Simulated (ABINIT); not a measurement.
Runs of ABINIT 10.8.3 (patched build) on HfO2. Symmetry: Pca2_1, No. 29, orthorhombic system. The conventional cell has a = 5.219 Å, b = 5.005 Å, c = 5.033 Å, α = 90.00°, β = 90.00°, γ = 90.00°. Around Hf (site symmetry 1) lie 7 O at 2.02 to 2.23 Å. Around O (site symmetry 1) lie 3 Hf at 2.02 to 2.13 Å. O (site symmetry 1) has 4 Hf at 2.11 to 2.23 Å as nearest neighbours. Measurements of this composition are mostly on another form, of space group No. 14.

```tsv
task	level	potentials or basis	cell	k mesh	cutoff (eV)	fine-grid cutoff	cell freedom (optcell)	cutoff smearing ecutsm (Ha)	optimiser (ionmov)	force stop (Ha/bohr)	mesh quality	gap on the mesh (eV)	pressure (GPa)	relaxed volume (Å³/atom)	largest force (eV/Å)
single point	PBE	JTH PAW PBE v2.0	as given	2 × 2 × 2	626	1224.51 eV	-	-	-	-	coarse	4.53	6.7	-	0.08
relaxation of cell and atoms	PBEsol	JTH PAW PBE v2.0	relaxed	2 × 3 × 2	626	1224.51 eV	2	0.5	22	5e-05	coarse	4.45	0.0	10.93	-
single point	LDA	JTH PAW LDA v2.0	as given	2 × 2 × 2	626	1224.51 eV	-	-	-	-	coarse	4.35	-8.3	-	0.11
band structure	LDA	JTH PAW LDA v2.0	as given	4 × 5 × 4	626	1224.51 eV	-	-	-	-	not flagged	(a)	-8.3	-	0.11
single point	PBE	JTH PAW PBE v2.0	as given	5 × 6 × 5	626	1224.51 eV	-	-	-	-	not flagged	4.45	6.7	-	0.09
band structure	r2SCAN	JTH PAW PBE v2.0	as given	3 × 4 × 3	762	1360.57 eV	-	-	-	-	not flagged	4.97	-	-	0.01
band structure	PBE	JTH PAW PBE v2.0	as given	3 × 4 × 3	626	1224.51 eV	-	-	-	-	not flagged	4.45	6.7	-	0.08
relaxation of cell and atoms	LDA	JTH PAW LDA v2.0	relaxed	3 × 4 × 3	626	1224.51 eV	2	0.5	22	5e-05	not flagged	4.35	0.0	(b)	-
band structure	PBEsol	JTH PAW PBE v2.0	as given	3 × 4 × 3	626	1224.51 eV	-	-	-	-	not flagged	4.34	-0.9	-	0.09
```

Alike in all rows: no spin polarisation; smearing fermi-dirac 0.05 eV.

Q: Estimate the missing entries.

A: (a) 4.32; (b) 10.61.

Caveats: some runs use coarse meshes; spin-orbit coupling is left out, which moves the levels of the heavy elements; the PAW data sets were made with another functional, which shifts forces and pressure a little (some runs); an odd mesh through Γ misses points on the zone boundary, where band edges often lie (some runs).

A k mesh can miss the band edges, and the runs leave out spin-orbit coupling on Hf.

Not every run made on this cell is shown here.
